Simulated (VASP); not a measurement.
# CoSi (P2_13) in VASP: a series of runs

One crystal, CoSi, is run at these levels: PBEsol, PBE; tasks: relaxation of cell and atoms.

All numbers are computed with VASP 6.6.1; they aren't measurements. Logs are shortened: lines on timing, memory, paths and dates and some standing lists are left out, and cuts for length are marked.

## 1. Starting point

The structure is cubic, space group P2_13 (No. 198). Conventional cell: a = 4.438 Å, b = 4.438 Å, c = 4.438 Å, α = 90.00°, β = 90.00°, γ = 90.00°. Around Co (site symmetry 3) lie 7 Si at 2.28 to 2.47 Å. Si (site symmetry 3) is surrounded by 7 Co at 2.28 to 2.47 Å.

## 2. Relaxation of cell and atoms, PBEsol

INCAR reads:

```
ALGO = Normal ; EDIFF = 1E-6
EDIFFG = -0.01 ; ENCUT = 600
GGA = PS ; IBRION = 2
ISIF = 3 ; ISMEAR = 1
KPAR = 4 ; LASPH = True
LCHARG = False ; LREAL = False
LWAVE = False ; NELM = 80
NSW = 90 ; PREC = Accurate
SIGMA = 0.1
```

KPOINTS reads:

```
k-points
0
Gamma
  8 8 8
```

POSCAR reads:

```
CoSi
1.0
    4.4380000000      0.0000000000      0.0000000000
    0.0000000000      4.4380000000      0.0000000000
    0.0000000000      0.0000000000      4.4380000000
Co Si
4 4
Direct
    0.1400000000      0.1400000000      0.1400000000
    0.3600000000      0.8600000000      0.6400000000
    0.6400000000      0.3600000000      0.8600000000
    0.8600000000      0.6400000000      0.3600000000
    0.8430000000      0.8430000000      0.8430000000
    0.6570000000      0.1570000000      0.3430000000
    0.3430000000      0.6570000000      0.1570000000
    0.1570000000      0.3430000000      0.6570000000
```

Potentials or basis: VASP PAW PBE potentials, release 64 (Co, Si).

On the command line:

```bash
$ cat potpaw_PBE.64/Co/POTCAR potpaw_PBE.64/Si/POTCAR > POTCAR
$ mpirun -np 4 vasp_std > vasp.out
```

OUTCAR:

```text
EDIFF = 1E-6
   EDIFFG = -0.01
   ENCUT = 600
   GGA = PS
   IBRION = 2
   ISIF = 3
   ISMEAR = 1
   LASPH = True
   LREAL = False
   NELM = 80
   NSW = 90
   PREC = Accurate

 ion  position               nearest neighbor table
   1  0.140  0.140  0.140-   5 2.28   6 2.33   7 2.33   8 2.33   7 2.47   8 2.47   6 2.47   2 2.72
                             4 2.72   2 2.72   4 2.72   3 2.72   3 2.72
   2  0.360  0.860  0.640-   6 2.28   5 2.33   7 2.33   8 2.33   7 2.47   8 2.47   5 2.47   1 2.72
                             3 2.72   1 2.72   3 2.72   4 2.72   4 2.72
   3  0.640  0.360  0.860-   7 2.28   6 2.33   5 2.33   8 2.33   8 2.47   6 2.47   5 2.47   4 2.72
                             2 2.72   2 2.72   4 2.72   1 2.72   1 2.72
   4  0.860  0.640  0.360-   8 2.28   6 2.33   7 2.33   5 2.33   6 2.47   5 2.47   7 2.47   3 2.72
                             1 2.72   1 2.72   3 2.72   2 2.72   2 2.72
   5  0.843  0.843  0.843-   1 2.28   2 2.33   3 2.33   4 2.33   3 2.47   4 2.47   2 2.47   6 2.75
                             7 2.75   8 2.75   6 2.75   8 2.75   7 2.75
   6  0.657  0.157  0.343-   2 2.28   1 2.33   3 2.33   4 2.33   3 2.47   4 2.47   1 2.47   8 2.75
                             5 2.75   5 2.75   7 2.75   7 2.75   8 2.75
   7  0.343  0.657  0.157-   3 2.28   2 2.33   1 2.33   4 2.33   4 2.47   2 2.47   1 2.47   8 2.75
                             5 2.75   8 2.75   6 2.75   6 2.75   5 2.75
   8  0.157  0.343  0.657-   4 2.28   2 2.33   3 2.33   1 2.33   2 2.47   1 2.47   3 2.47   7 2.75
                             5 2.75   7 2.75   5 2.75   6 2.75   6 2.75

  LATTYP: Found a simple cubic cell.
 ALAT       =     4.4380000000

  Lattice vectors:

 A1 = (   4.4380000000,   0.0000000000,   0.0000000000)
 A2 = (   0.0000000000,   4.4380000000,   0.0000000000)
 A3 = (   0.0000000000,   0.0000000000,   4.4380000000)

Analysis of symmetry for initial positions (statically):
=====================================================================
 Subroutine PRICEL returns:
 Original cell was already a primitive cell.

 Routine SETGRP: Setting up the symmetry group for a
 simple cubic supercell.

 Subroutine GETGRP returns: Found 12 space group operations
 (whereof  3 operations were pure point group operations)
 out of a pool of 48 trial point group operations.

The static configuration has the point symmetry C_3 .
 The point group associated with its full space group is T   .

Analysis of symmetry for dynamics (positions and initial velocities):
=====================================================================
 Subroutine PRICEL returns:
 Original cell was already a primitive cell.

 Routine SETGRP: Setting up the symmetry group for a
 simple cubic supercell.

 Subroutine GETGRP returns: Found 12 space group operations
[... 145 lines left out ...]
   LEPSILON=     F    determine dielectric tensor
   LRPA    =     F    only Hartree local field effects (RPA)
 conjugate gradient relaxation of ions
 non-spin polarized calculation
 Methfessel and Paxton  Order N= 1 SIGMA  =   0.10
  energy-cutoff  :      600.00
  volume of cell :       87.41
 maximum number of plane-waves:      2968
   NGX = 17   NGY = 17   NGZ = 17

--------------------------------------- Ionic step        1  -------------------------------------------

 number of electron      51.9999992 magnetization

 Free energy of the ion-electron system (eV)
  ---------------------------------------------------
  ext. energy  EPLUGINS =         0.00000000
  ---------------------------------------------------
  free energy    TOTEN  =       -59.73134089 eV

  energy without entropy =      -59.73453943  energy(sigma->0) =      -59.73240707

------------------------ aborting loop because EDIFF is reached ----------------------------------------

  FORCE on cell =-STRESS in cart. coord.  units (eV):
  Direction    XX          YY          ZZ          XY          YZ          ZX
  --------------------------------------------------------------------------------------
  -------------------------------------------------------------------------------------
  Total       -3.8571441     -3.8571441     -3.8571441      0.0000000     -0.0000000      0.0000000
  in kB      -70.6992088    -70.6992088    -70.6992088      0.0000000     -0.0000000      0.0000000
  external PRESSURE =     -70.6992088 kB  Pullay stress =       0.0000000 kB
[... 107 lines left out ...]
  FREE ENERGIE OF THE ION-ELECTRON SYSTEM (eV)
  ---------------------------------------------------
  free  energy   TOTEN  =       -59.7991195309 eV

  energy  without entropy=      -59.8018468068  energy(sigma->0) =      -59.80002862

[... ionic steps 4 to 7 ...]

--------------------------------------- Ionic step        8  -------------------------------------------

 number of electron      51.9999988 magnetization

------------------------ aborting loop because EDIFF is reached ----------------------------------------
[... 79 lines left out ...]
--------------------------------------- Ionic step       10  -------------------------------------------

 number of electron      51.9999988 magnetization

 Free energy of the ion-electron system (eV)
  ---------------------------------------------------
  ext. energy  EPLUGINS =         0.00000000
  ---------------------------------------------------
  free energy    TOTEN  =       -59.82438335 eV

  energy without entropy =      -59.82674173  energy(sigma->0) =      -59.82516948

 E-fermi :  12.4488     XC(G=0): -13.1267

 val. band max:       12.4426822807   @ k =   0.1250   0.1250   0.1250
 cond. band min:      12.4584282918   @ k =   0.5000   0.5000   0.3750
 fundamental gap:      0.0157460110
 Fermi energy:        12.4487809730

 k-point     1 :       0.0000    0.0000    0.0000
  band No.  band energies     occupation
      1      -1.4590      2.00000
      2       4.1522      2.00000
      3       4.1522      2.00000
      4       4.1522      2.00000
      5       6.8286      2.00000
      6       6.8286      2.00000
[... 805 lines left out ...]
     30      14.5505      0.00000
     31      15.4323      0.00000

 [... further k-points ...]

------------------------ aborting loop because EDIFF is reached ----------------------------------------

  FORCE on cell =-STRESS in cart. coord.  units (eV):
  Direction    XX          YY          ZZ          XY          YZ          ZX
  --------------------------------------------------------------------------------------
  -------------------------------------------------------------------------------------
  Total       -0.0034290     -0.0034290     -0.0034290     -0.0000000      0.0000000      0.0000000
  in kB       -0.0650870     -0.0650870     -0.0650870     -0.0000000      0.0000000      0.0000000
  external PRESSURE =      -0.0650870 kB  Pullay stress =       0.0000000 kB
[... 23 lines left out ...]
  FREE ENERGIE OF THE ION-ELECTRON SYSTEM (eV)
  ---------------------------------------------------
  free  energy   TOTEN  =       -59.8243833526 eV

  energy  without entropy=      -59.8267417292  energy(sigma->0) =      -59.82516948

 reached required accuracy - stopping structural energy minimisation
```

CONTCAR:

```text
CoSi
   1.00000000000000
     4.3865828316340387   -0.0000000000000000    0.0000000000000000
     0.0000000000000000    4.3865828316340387   -0.0000000000000000
    -0.0000000000000000    0.0000000000000000    4.3865828316340387
  Co              Si
     4     4
Direct
     0.1457490868802596    0.1457490868802596    0.1457490868802596
     0.3542509131197404    0.8542509131197406    0.6457490868802594
     0.6457490868802594    0.3542509131197404    0.8542509131197406
     0.8542509131197406    0.6457490868802594    0.3542509131197404
     0.8433334719475574    0.8433334719475574    0.8433334719475574
     0.6566665280524426    0.1566665280524427    0.3433334719475573
     0.3433334719475573    0.6566665280524426    0.1566665280524427
     0.1566665280524427    0.3433334719475573    0.6566665280524426

  0.00000000E+00  0.00000000E+00  0.00000000E+00
  0.00000000E+00  0.00000000E+00  0.00000000E+00
  0.00000000E+00  0.00000000E+00  0.00000000E+00
  0.00000000E+00  0.00000000E+00  0.00000000E+00
  0.00000000E+00  0.00000000E+00  0.00000000E+00
  0.00000000E+00  0.00000000E+00  0.00000000E+00
  0.00000000E+00  0.00000000E+00  0.00000000E+00
  0.00000000E+00  0.00000000E+00  0.00000000E+00
```

It took 3.9 min on 4 MPI ranks of Intel Xeon Platinum 8259CL at 2.50GHz (Skylake/Cascade Lake), shared host; peak memory 0.3 GiB.

What came out:

```yaml
Free_energy: -59.8244 eV
Relaxed_volume: 10.55 Å³/atom
Relaxed_cell: a = 4.387 Å, b = 4.387 Å, c = 4.387 Å, α = 90.00°, β = 90.00°, γ = 90.00°
Space_group_after_relaxing_to_0.05_Å: P2_13 (No. 198)
Energy_gained_by_relaxing: 11.6 meV/atom
Ionic_steps: 10
Pressure_after_relaxing: 0.0 GPa
Band_gap_on_the_k_mesh: none (metal or under the smearing width)
```

Step by step:
| step | energy change (eV) | largest force (eV/Å) | pressure (GPa) | volume (Å³) |
| --- | --- | --- | --- | --- |
| 1 | 0.0000 | 0.2447 | -7.07 | 87.41 |
| 2 | 0.0241 | 0.4059 | 10.31 | 81.45 |
| 3 | -0.0678 | 0.3234 | 0.34 | 84.58 |
| 4 | -0.0830 | 0.2030 | 0.37 | 84.49 |
| 5 | -0.0926 | 0.0482 | 0.38 | 84.35 |
| 6 | -0.0927 | 0.0492 | 0.25 | 84.33 |
| 7 | -0.0928 | 0.0049 | -0.51 | 84.57 |
| 8 | -0.0929 | 0.0252 | -0.23 | 84.46 |
| 9 | -0.0930 | 0.0127 | 0.03 | 84.38 |
| 10 | -0.0930 | 0.0016 | -0.01 | 84.41 |

Final structure:
```cif
data_structure
_symmetry_space_group_name_H-M 'P 1'
_symmetry_Int_Tables_number 1
_cell_length_a 4.3866
_cell_length_b 4.3866
_cell_length_c 4.3866
_cell_angle_alpha 90.000
_cell_angle_beta 90.000
_cell_angle_gamma 90.000
_cell_volume 84.41
loop_
_atom_site_label
_atom_site_type_symbol
_atom_site_fract_x
_atom_site_fract_y
_atom_site_fract_z
_atom_site_occupancy
Co1 Co 0.14575 0.14575 0.14575 1
Co2 Co 0.35425 0.85425 0.64575 1
Co3 Co 0.64575 0.35425 0.85425 1
Co4 Co 0.85425 0.64575 0.35425 1
Si1 Si 0.84333 0.84333 0.84333 1
Si2 Si 0.65667 0.15667 0.34333 1
Si3 Si 0.34333 0.65667 0.15667 1
Si4 Si 0.15667 0.34333 0.65667 1
```

Caveat: the PAW data sets were made with another functional, which shifts forces and pressure a little.

[end of part 1 of 3]
